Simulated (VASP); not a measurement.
AlP: single point with r2SCAN

**Measured values to compare with.**

A printed reference work, data compilation reports, for a bulk crystal of AlP at 4.2 K: band gap 2.505 eV (indirect).

Crystal: AlP.

```
Al P
1.0
     0.00000    2.73926    2.73926
     2.73926    0.00000    2.73926
     2.73926    2.73926    0.00000
Al P
1 1
Direct
  0.00000 0.00000 0.00000
  0.25000 0.25000 0.25000
```

| Quantity | Value |
| --- | --- |
| Program | VASP 6.6.1 |
| Task | single point |
| Functional | r2SCAN |
| Potentials or basis | VASP PAW PBE potentials, release 64 (Al, P) |
| Cutoff | 520 eV |
| k mesh | 8 × 8 × 8 |
| Occupations | gaussian, width 0.02 eV |
| Spin | no spin polarisation |

```json
{"Pressure": "-0.3 GPa", "Band gap on the k mesh": "1.93 eV, indirect (least direct gap 3.91 eV)", "Valence electrons inside the program's atomic spheres": "Al 0.78; P 2.62"}
```

Levels at points of the mesh, in eV from the valence-band top:
| k point | band 2 | band 3 | band 4 | band 5 | band 6 | band 7 |
| --- | --- | --- | --- | --- | --- | --- |
| (0.00, 0.00, 0.00) | 0.00 | 0.00 | 0.00 | 3.91 | 4.96 | 4.96 |
| (0.50, 0.00, 0.00) | -5.63 | -0.79 | -0.79 | 3.29 | 5.22 | 5.22 |
| (0.50, 0.50, 0.00) | -5.40 | -2.16 | -2.16 | 1.93 | 2.85 | 11.90 |

Run time: 30 s on 1 thread of AMD EPYC 9R45 96-Core Processor (Zen 5), on a shared host, peak memory 0.14 GiB.

Against the measured gap of AlP, 2.505 eV (indirect; 4.2 K; a printed reference work, data compilation), the calculated 1.93 eV is off by -0.58 eV. The value is that of r2SCAN on a finite k mesh, which can miss the band edges, without temperature or zero-point motion.

Caveat: the PAW data sets were made with another functional, which shifts forces and pressure a little.
